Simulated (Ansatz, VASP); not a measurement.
One calculation of P, two programs

```xyz
4
Lattice="3.3275 0.0000 0.0000 0.0000 3.3275 0.0000 0.0000 0.0000 6.4109" Properties=species:S:1:pos:R:3 pbc="T T T"
P     1.6638    0.0000    3.2055
P     0.0000    1.6638    0.0000
P     0.0000    0.0000    4.8082
P     0.0000    0.0000    1.6027
```

Alike in both runs: task relaxation of cell and atoms; functional PBE; k mesh 14 × 14 × 8; occupations gaussian, width 0.1 eV; no spin polarisation.

|  | VASP | Ansatz |
| --- | --- | --- |
| version | VASP 6.6.1 | Ansatz 0.2.0 |
| potentials or method | VASP PAW PBE potentials, release 64 (P) | scalar-relativistic, plane waves, PAW |
| plane-wave cutoff (eV) | 600 | 420 |
| valence electrons in the cell | 20 | 20 |

|  | VASP | Ansatz | Ansatz less VASP |
| --- | --- | --- | --- |
| gap on the k mesh at the Fermi level, each at its own relaxed structure (eV) | none | none | - |
| relaxed volume (Å³/atom) | 17.70 | 17.75 | +0.049 |
| relaxed cell length with the largest relative difference (Å) | 6.403 | 6.411 | +0.0077 |

A gap of «none» marks a metal or a gap that the smearing closes.
